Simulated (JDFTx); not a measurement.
**In under changes of volume**

One of the cells (26.144 Å³/atom); the others are scaled copies at fixed shape and fractional positions:

```xyz
1
Lattice="-1.6255 1.6255 2.4737 1.6255 -1.6255 2.4737 1.6255 1.6255 -2.4737" Properties=species:S:1:pos:R:3 pbc="T T T"
In    0.0000    0.0000    0.0000
```

```yaml
Program: JDFTx 1.7.0 (patched build)
Functional: PBE
Potentials_or_basis: PseudoDojo-SR-PBE-0.5-standard
Cutoff: 952 eV
Density_cutoff: 3810 eV
k_mesh: 11 × 11 × 11
Occupations: fermi-dirac, width 0.05 eV
Spin: no spin polarisation
```

```csv
volume (Å³/atom),energy over the lowest point (meV/atom),pressure (GPa)
24.575,41.82,5.2
25.098,?,?
25.621,15.52,2.9
26.144,7.56,2.0
26.666,2.54,1.1
27.189,0.11,0.4
27.712,0.00,-0.3
```

What does the run at 25.098 Å³/atom give?

Energy over the lowest point 26.78 meV/atom; pressure 4.0 GPa.

Worked out: A Birch-Murnaghan fit of order 3 (a polynomial in V^(-2/3)) to the other rows has its minimum at 27.48 Å³/atom with B0 = V·E''(V) = 35 GPa and B' = 5.3 at fixed shape and positions, which overstates the stiffness. It gives 26.80 meV/atom at 25.098 Å³/atom, against the run's 26.78, and -dE/dV = 4.0 GPa, against 4.0.

Energies are extrapolated to zero smearing.
